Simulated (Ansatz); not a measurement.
input.yaml (Ansatz)

```yaml
crystal:
  lattice:
    - [-2.6597062479, 2.662677011, 1.4699245975]
    - [2.662677011, -2.6597062479, 1.4699245975]
    - [2.6727654849, 2.6727654849, -1.4644836394]
  atoms:
    - { symbol: Ge, position: [0.9999145614, 8.54386e-05, 0.0] }
    - { symbol: Ge, position: [0.7500854386, 0.2499145614, 0.5] }
hamiltonian:
  xc: r2scan
  pseudopotentials:
    kind: paw
    azcp:
      Ge: "pseudopotentials/Ge.paw.azcp"
basis:
  ecutwfc: 500
  fft_grid_basis: typed
kpoints:
  mp_grid: { grid: [14, 14, 10], shift: [0, 0, 0] }
magnetization:
  spin_polarized: false
scf:
  occupations: { method: fermi_dirac, width: 0.1 }
  lower_state_search: "off"
output:
  stress: true
  write_density: true
  write_potential: true
  elf: true
  volumetric_format: npy
```

Terminal output

```
Engine: ansatz 0.2.0, x86_64-unknown-linux-gnu
Pseudopotentials: kind: paw
Pseudopotential: Ge, paw, valence charge 14, recommended cutoff 500 eV (meta_gga) 
Functional definition: r2SCAN
  parameter k0 = 0.174
  parameter k1 = 0.065
  parameter a1 = 4.9479
  exchange = r2scan_x(k0 = k0, k1 = k1, a1 = a1)
  correlation = r2scan_c
Crystal: 2 atoms, lattice volume = 41.844 Å³
Basis set: ecut = 500 eV, 1077 PW (Γ), exchange–correlation on 120×120×120 points (64 copies of the dense FFT grid, shifted against one another)
Bands: 18, of which v1, the nominal top of the filled ones, is band 14 counted from 1 (13 counted from 0)
Symmetry: 4 space group operations
Space group: C2/c (ITA 15), of the structure as read, at distance tolerance 3.5e-5 Å
k-points: 534 of 1960
Non-local potential: Ge, projectors of the file, l = 0: 2, l = 1: 2, l = 2: 3, l = 3: 1
PAW form: soft (Blöchl's): semilocal exchange-correlation on the pseudo side does not see the compensation charge
PAW frozen core: Ge, regenerated for the run's functional (the file was generated under x = pbe(κ = 0.804, μ = 0.2195149727645171), c = pbe(β = 0.06672455060314922))
PAW one-centre angular grid: Ge, 590 points (default); XC on 160 Gauss nodes
Initial density: superposition of atomic densities (neutral atoms: chi_scale 0, normalization atom), corrected by the library's trained network
Initial wavefunctions: pseudopotential atomic-orbital guess
Functional: x = r2scan, c = r2scan; τ floored in thin density (d = 2e-4 eV/Å³)
SCF iter   1: F=-8604.978760 eV  HF=-8604.975208 eV  |F-HF|=3.55e-3  |Δ(HF+E_count)|=         —  Δρ=7.01e-3  dr2=6.58e-3  dr2_τ=8.55e-4  ethr=1.77e-3  ⟨swp⟩=5.2  Hψ=41688  notcnv=0
SCF iter   2: F=-8604.989286 eV  HF=-8604.988537 eV  |F-HF|=7.49e-4  |Δ(HF+E_count)|=   1.33e-2  Δρ=2.39e-3  dr2=1.10e-3  dr2_τ=2.44e-5  ethr=2.35e-5  ⟨swp⟩=2.0  Hψ=25632  notcnv=0
SCF iter   3: F=-8604.989373 eV  HF=-8604.989054 eV  |F-HF|=3.19e-4  |Δ(HF+E_count)|=   5.17e-4  Δρ=1.63e-3  dr2=5.93e-4  dr2_τ=7.65e-6  ethr=3.94e-6  ⟨swp⟩=1.2  Hψ=12242  notcnv=0
SCF iter   4: F=-8604.989425 eV  HF=-8604.989407 eV  |F-HF|=1.89e-5  |Δ(HF+E_count)|=   3.53e-4  Δρ=2.93e-4  dr2=4.16e-5  dr2_τ=3.25e-7  ethr=2.12e-6  ⟨swp⟩=2.0  Hψ=13909  notcnv=0
SCF iter   5: F=-8604.989430 eV  HF=-8604.989429 eV  |F-HF|=7.63e-7  |Δ(HF+E_count)|=   2.24e-5  Δρ=5.97e-5  dr2=1.90e-6  dr2_τ=1.12e-8  ethr=1.49e-7  ⟨swp⟩=2.0  Hψ=11779  notcnv=0
SCF iter   6: F=-8604.989430 eV  HF=-8604.989430 eV  |F-HF|=8.29e-9  |Δ(HF+E_count)|=   9.30e-7  Δρ=9.71e-6  dr2=3.75e-8  dr2_τ=2.69e-10  ethr=3.57e-10  ⟨swp⟩=5.8  Hψ=55288  notcnv=0
SCF 1 converged in 6 iterations: F = -8604.989430 eV  dr2 = 3.75e-8
SCF converged after 6 iterations
Free energy (F): -8604.989430 eV
Harris-Foulkes:  -8604.989430 eV  (|F-HF|=8.29e-9)
Internal energy: -8604.959627 eV  (E = F + TS)
E sigma→0 (E₀):  -8604.974529 eV
Entropy (-TS):   -0.029803 eV (-14.901 meV/atom)
Fermi energy:    9.261809 eV
--- Per-component energies (eV) ---
  E_band       = -286.465046
  E_kinetic    = 217.865815
  E_local      = -4484.685204  (includes V_loc(G=0)·N_el)
  E_nonlocal   = 834.360905
  E_hartree    = 1956.588365
  E_xc         = -136.609310
  E_vxc        = -133.834290  (∫ρ·V_xc dr)
  E_paw        = -4062.808926  (= ΣΔE_a)
  E_vpaw       = -641.071608  (= ΣTr[D̂ρ^β])
  E_aug_tail   = 0.000030  (compensation charges beyond the density's cutoff)
  E_vtau       = 7.732540  (kinetic-family band-sum trace: ∫τ·v_τ [+ j·A + Jᵃ·Aᵃ] dr)
  E_ewald      = -2927.499771
  E_core_change = -2.171532  (= ΣΔE_core)
  E_smearing   = -0.029803  (= −TS)
  E_closure    = 0.000000  (closes the sum)
  Σ components = -8604.989430   (vs F -8604.989430, Δ=0.00e0)
--- Stress (GPa, compression-positive) ---
       -7.091607      -0.337440      -0.028177
       -0.337440      -7.091607      -0.028177
       -0.028177      -0.028177      -6.062668
  P = ⅓ Tr σ = -6.7486 GPa (-67.486 kbar)
--- Band table (eV; the first three rows and the last of 534) ---
  k-point 0: bands = ["-16.0397", "-16.0045", "-15.9782", "-15.9759", "-15.9064", "-15.9062", "-15.9012", "-15.9011", "-15.8445", "-15.7936", "-3.6185", "4.9191", "7.1254", "7.2068", "13.3547", "16.5464", "16.5787", "16.6590"]
  k-point 1: bands = ["-16.0358", "-16.0054", "-15.9810", "-15.9724", "-15.9082", "-15.9038", "-15.8999", "-15.8995", "-15.8470", "-15.7978", "-3.5128", "4.1479", "7.3216", "7.7092", "13.8479", "15.4235", "16.0835", "16.7283"]
  k-point 2: bands = ["-16.0242", "-16.0075", "-15.9878", "-15.9622", "-15.9141", "-15.8980", "-15.8969", "-15.8944", "-15.8543", "-15.8096", "-3.1961", "2.7837", "7.6643", "8.5993", "13.9689", "14.9657", "15.2359", "16.5519"]
  k-point 533: bands = ["-16.0097", "-16.0097", "-15.9085", "-15.9085", "-15.9047", "-15.9047", "-15.8995", "-15.8995", "-15.8988", "-15.8988", "0.4531", "0.4531", "3.9320", "3.9320", "14.9705", "14.9705", "19.6752", "19.6752"]
```

Command:

```sh
ansatz run input.yaml --threads 1 --pin off --max-ram 3584MiB --backend cpu --events-out ev --progress --plain --runs-dir out
```

On 1 thread of Intel(R) Xeon(R) Platinum 8259CL CPU @ 2.50GHz (Skylake/Cascade Lake) (shared host) this took about 81 s of wall time and 80 s of CPU time.
